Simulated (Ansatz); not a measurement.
Runs of Ansatz 0.2.0 on MoS2. The cell holds a slab with vacuum, 6 atoms: a = 3.185 Å, b = 3.185 Å, c = 21.671 Å, α = 90.00°, β = 90.00°, γ = 120.00°. 

```csv
task,level,spin,cell,k mesh,cutoff (eV),smearing,points for each segment of the path,gap on the mesh (eV),largest force (eV/Å)
relaxation of cell and atoms,BLYP,off,relaxed,10 × 10 × 2,420,fermi-dirac 0.05 eV,-,1.40,-
single point,PBE,off,as given,10 × 10 × 2,420,gaussian 0.013 eV,-,1.38,0.23
single point,PBE,off,as given,10 × 10 × 2,420,gaussian 0.012 eV,-,1.38,0.23
band structure,r2SCAN,off,as given,10 × 10 × 2,500,fermi-dirac 0.05 eV,14,1.46,0.03
band structure,r2SCAN,"SOC, no magnetisation",as given,7 × 7 × 2,500,fermi-dirac 0.05 eV,14,(a),0.03
```

Alike in all rows: potentials or basis Ansatz PAW.

Problem. Fill in the values left out.

Solution. (a) 1.57.

Caveats: the PAW data sets come from PBE, with cores solved anew for the run's functional, which leaves a small shift of forces and pressure (some runs); the k mesh misses the band edges, so the gap on the mesh is wider than the one along the path (some runs); the plane-wave basis is chosen anew once the cell has moved, so the energies of steps on either side of that aren't comparable (some runs).

A k mesh can miss the band edges, and rows without SOC leave out spin-orbit coupling on Mo.
